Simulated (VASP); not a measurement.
MgS, 4 atoms in the cell. Symmetry: P2_1, No. 4, monoclinic system. Conventional cell: a = 4.002 Å, b = 6.454 Å, c = 4.029 Å, α = 90.00°, β = 119.35°, γ = 90.00°. Mg (site symmetry 1) is surrounded by 4 S at 2.45 to 2.46 Å. S (site symmetry 1) is surrounded by 4 Mg at 2.45 to 2.46 Å. The cell was built by a generator and needn't be a form met in nature. The cell isn't the ideal one: shear_xy strain -1.5%.

```yaml
Program: VASP 6.6.1
Task: single point
Functional: PBE
Potentials_or_basis: VASP PAW PBE potentials, release 64 (Mg, S)
Cutoff: 520 eV
k_mesh: 12 × 12 × 4
Occupations: fermi-dirac, width 0.02 eV
Spin: no spin polarisation
Dipole_correction: no
Further_INCAR_settings: ALGO = Fast; EDIFF = 1e-06; NBANDS = 16
```

Potentials or basis: VASP PAW PBE potentials, release 64 (Mg, S).

The run is started by

```bash
$ cat potpaw_PBE.64/Mg/POTCAR potpaw_PBE.64/S/POTCAR > POTCAR
$ mpirun -np 1 vasp_std > vasp.out
```

Hardware: 1 thread of AMD EPYC 7R13 Processor (Zen 3) (shared host).

Problem. Estimate the wall time of this run.

Solution. Wall time 4.1 min on 1 thread of AMD EPYC 7R13 Processor (Zen 3), on a shared host, peak memory 0.39 GiB. Counts: scf iterations 14, k points 222.
